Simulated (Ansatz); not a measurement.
This cell of ZnTe (zinc blende) is off equilibrium:

```yaml
crystal:
  lattice:
    - [0.00000, 3.18674, 3.18674]
    - [3.18674, 0.00000, 3.18674]
    - [3.18674, 3.18674, 0.00000]
  atoms:
    - { symbol: Te, position: [0.75000, 0.75000, 0.75000] }
    - { symbol: Zn, position: [0.00000, 0.00000, 0.00000] }
```

Computed with PBEsol (plane waves to 420 eV, PAW, scalar-relativistic; Ansatz, a first-principles code). k mesh 9×9×9 (Γ-centred), Fermi-Dirac smearing 0.05 eV. E stands for the smeared free energy. Compression counts positive. Spin-orbit coupling is left out, though Te is heavy. The PAW data are Ansatz's earlier set. ZnTe was relaxed with its symmetry unable to fall.

### Question
Give the stress tensor in GPa and the pressure.

### Answer
```
   -5.3      0.0      0.0
    0.0     -5.3      0.0
    0.0      0.0     -5.3
```
The pressure, a third of the trace, is -5.3 GPa.

### Question
It is the relaxed cell scaled evenly to V/V₀ = 1.160, atoms relaxed where free. What is its energy relative to the relaxed cell?

### Answer
84.6 meV/atom.

(Under strain, the slope of the energy per volume gives the stress and its curvature an elastic modulus.)
